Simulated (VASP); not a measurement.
# Si (Fd-3m) in VASP: further runs, part 3 of 3

VASP 6.6.1.

### Step 6. Single point, PBE0

POSCAR reads:

```
Si
1.0
    0.0000000000      2.7218511865      2.7218511865
    2.7218511865      0.0000000000      2.7218511865
    2.7218511865      2.7218511865      0.0000000000
Si
2
Direct
    0.5000000000      0.5000000000      0.5000000000
    0.7500000000      0.7500000000      0.7500000000
```

INCAR.step1 reads:

```
SYSTEM = Si
ALGO = Normal
EDIFF = 1E-5
ENCUT = 460
GGA = PE
ISIF = 2
ISMEAR = 0
LASPH = .TRUE.
LCHARG = .FALSE.
LREAL = .FALSE.
LWAVE = .TRUE.
NBANDS = 12
NELM = 100
NKRED = 1
PREC = Accurate
SIGMA = 0.01
```

INCAR.step2 reads:

```
SYSTEM = Si
AEXX = 0.25
ALGO = Normal
EDIFF = 1E-6
ENCUT = 460
GGA = PE
ISIF = 2
ISMEAR = 0
ISTART = 1
LASPH = .TRUE.
LCHARG = .FALSE.
LHFCALC = .TRUE.
LREAL = .FALSE.
LWAVE = .FALSE.
NBANDS = 12
NELM = 100
NKRED = 1
PREC = Accurate
PRECFOCK = Fast
SIGMA = 0.01
```

KPOINTS reads:

```
k-points
0
G
  6 6 6
  0 0 0
```

Potentials or basis: VASP PAW PBE potentials, release 64 (Si).

Launch:

```
cat potpaw_PBE.64/Si/POTCAR > POTCAR
cp INCAR.step1 INCAR
mpirun -np 1 vasp_std > vasp.out
cp INCAR.step2 INCAR
mpirun -np 1 vasp_std > vasp.out
```

OUTCAR:

```text
SYSTEM = Si
   AEXX = 0.25
   EDIFF = 1E-6
   ENCUT = 460
   GGA = PE
   ISIF = 2
   ISMEAR = 0
   ISTART = 1
   LASPH = .TRUE.
   LHFCALC = .TRUE.
   LREAL = .FALSE.
   NELM = 100
   NKRED = 1
   PREC = Accurate
   PRECFOCK = Fast

 Found     16 irreducible k-points:

 Following reciprocal coordinates:
            Coordinates               Weight
  0.000000  0.000000  0.000000      1.000000
  0.166667  0.000000  0.000000      8.000000
  0.333333  0.000000  0.000000      8.000000
  0.500000  0.000000  0.000000      4.000000
  0.166667  0.166667  0.000000      6.000000
  0.333333  0.166667  0.000000     24.000000
   k-points           NKPTS =     16   k-points in BZ     NKDIM =    216   number of bands    NBANDS=     12
   number of dos      NEDOS =    301   number of ions     NIONS =      2
   total plane-waves  NPLWV =  21952
   dimension x,y,z NGX =    28 NGY =   28 NGZ =   28
   dimension x,y,z NGXF=    56 NGYF=   56 NGZF=   56
   ions per type =               2
   NGX,Y,Z   is equivalent  to a cutoff of  12.09, 12.09, 12.09 a.u.
   NGXF,Y,Z  is equivalent  to a cutoff of  24.19, 24.19, 24.19 a.u.
 SYSTEM =  Si
   PREC   = accura    normal or accurate (medium, high low for compatibility)
   ISTART =      1    job   : 0-new  1-cont  2-samecut
   ICHARG =      0    charge: 1-file 2-atom 10-const
   ISPIN  =      1    spin polarized calculation?
   LNONCOLLINEAR =      F non collinear calculations
   LSORBIT =      F    spin-orbit coupling
   LASPH  =      T    aspherical Exc in radial PAW
   ENCUT  =  460.0 eV  33.81 Ry    5.81 a.u.   6.73  6.73  6.73*2*pi/ulx,y,z
   NELM   =    100;   NELMIN=  2; NELMDL=  0     # of ELM steps
   EDIFF  = 0.1E-05   stopping-criterion for ELM
   LREAL  =      F    real-space projection
   EDIFFG = 0.1E-04   stopping-criterion for IOM
   NSW    =      0    number of steps for IOM
   IBRION =     -1    ionic relax: 0-MD 1-quasi-New 2-CG
   NFREE  =      0    steps in history (QN), initial steepest desc. (CG)
   ISIF   =      2    stress and relaxation
   ISYM   =      3    0-nonsym 1-usesym 2-fastsym
   POTIM  = 0.5000    time-step for ionic-motion
   TEBEG  =    0.0;   TEEND  =   0.0 temperature during run
   PSTRESS=    0.0 pullay stress
   NELECT =       8.0000    total number of electrons
   NUPDOWN=      -1.0000    fix difference up-down
   EMIN   =  10.00;   EMAX   =-10.00  energy-range for DOS
   EFERMI =   0.00;   METHOD = LEGACY
   ISMEAR =     0;   SIGMA  =   0.01  broadening in eV -4-tet -1-fermi 0-gaus
   EFERMI_NEDOS =   21; number of points for ismear=-14 and -15
[... 27 lines left out ...]
  NGX = 16; NGY = 16; NGZ = 16

 number of electron       8.0000000 magnetization

 Free energy of the ion-electron system (eV)
  ---------------------------------------------------
  ext. energy  EPLUGINS =         0.00000000
  ---------------------------------------------------
  free energy    TOTEN  =       -13.56424687 eV

  energy without entropy =      -13.56424687  energy(sigma->0) =      -13.56424687

 E-fermi :   5.1371     XC(G=0):  -7.4331

 val. band max:        5.0590794136   @ k =   0.0000   0.0000   0.0000
 cond. band min:       7.0438397772   @ k =   0.5000   0.5000   0.0000
 fundamental gap:      1.9847603636
 Fermi energy:         5.1370893743

 k-point     1 :       0.0000    0.0000    0.0000
  band No.  band energies     occupation
      1      -8.2736      2.00000
      2       5.0591      2.00000
      3       5.0591      2.00000
      4       5.0591      2.00000
      5       9.0674      0.00000
      6       9.0674      0.00000
      7       9.0674      0.00000
      8       9.9874      0.00000
      9      14.5280      0.00000
     10      14.5698      0.00000
     11      14.5698      0.00000
     12      18.0933      0.00000
[... 61 lines left out ...]
 k-point     6 :       0.3333    0.1667    0.0000
  band No.  band energies     occupation
      1      -6.8382      2.00000
      2       0.1354      2.00000
      3       2.9182      2.00000
      4       3.1498      2.00000
      5       8.3760      0.00000
      6      10.6915      0.00000
      7      11.1244      0.00000
      8      11.7764      0.00000
      9      16.0033      0.00000
     10      16.0969      0.00000
     11      17.2003      0.00000
     12      19.7510      0.00000

 [... further k-points ...]

------------------------ aborting loop because EDIFF is reached ----------------------------------------

  FORCE on cell =-STRESS in cart. coord.  units (eV):
  Direction    XX          YY          ZZ          XY          YZ          ZX
  --------------------------------------------------------------------------------------
  -------------------------------------------------------------------------------------
  Total       -0.1748641     -0.1748641     -0.1748641      0.0000000      0.0000000      0.0000000
  in kB       -6.9468520     -6.9468520     -6.9468520      0.0000000      0.0000000      0.0000000
  external PRESSURE =      -6.9468520 kB  Pullay stress =       0.0000000 kB

 VOLUME and BASIS-vectors are now :
 -----------------------------------------------------------------------------
  energy-cutoff  :      460.00
  volume of cell :       40.33
      direct lattice vectors                 reciprocal lattice vectors
     0.000000000  2.721851186  2.721851186    -0.183698507  0.183698507  0.183698507
     2.721851186  0.000000000  2.721851186     0.183698507 -0.183698507  0.183698507
     2.721851186  2.721851186  0.000000000     0.183698507  0.183698507 -0.183698507

 POSITION                                       TOTAL-FORCE (eV/Angst)
 -----------------------------------------------------------------------------------
      2.72185      2.72185      2.72185        -0.000000     -0.000000     -0.000000
      4.08278      4.08278      4.08278         0.000000      0.000000      0.000000
 -----------------------------------------------------------------------------------
    total drift:                               -0.000000     -0.000000     -0.000000

  FREE ENERGIE OF THE ION-ELECTRON SYSTEM (eV)
  ---------------------------------------------------
  free  energy   TOTEN  =       -13.5642468714 eV

  energy  without entropy=      -13.5642468714  energy(sigma->0) =      -13.56424687
```

OUTCAR.step1:

```text
SYSTEM = Si
   EDIFF = 1E-5
   ENCUT = 460
   GGA = PE
   ISIF = 2
   ISMEAR = 0
[... 203 lines left out ...]
      2.72185      2.72185      2.72185         0.000000     -0.000000      0.000000
      4.08278      4.08278      4.08278        -0.000000      0.000000     -0.000000
 -----------------------------------------------------------------------------------
    total drift:                                0.000000      0.000000     -0.000000

  FREE ENERGIE OF THE ION-ELECTRON SYSTEM (eV)
  ---------------------------------------------------
  free  energy   TOTEN  =       -10.8239649809 eV

  energy  without entropy=      -10.8239649809  energy(sigma->0) =      -10.82396498
```

It took 2 min on 1 thread of Intel Xeon Platinum 8488C (Sapphire Rapids), shared host; peak memory 0.16 GiB.

These settings aren't checked as converged: the numbers below hold their error.

What came out:

```
Free energy            : -13.5642 eV
Pressure               : -0.7 GPa
Band gap on the k mesh : 1.98 eV, indirect (least direct gap 4.01 eV)
```

Caveat: the PAW data sets were made with another functional, which shifts forces and pressure a little.

### Step 7. For comparison

An earlier run on the cell as given: functional PBE; potentials or basis VASP PAW PBE potentials, release 64 (Si); cutoff 520 eV; k mesh 8 × 8 × 8; occupations fermi-dirac, width 0.05 eV; no spin polarisation.

* Pressure: 1.3 GPa
* Band gap on the k mesh: 0.63 eV, indirect (least direct gap 2.56 eV)
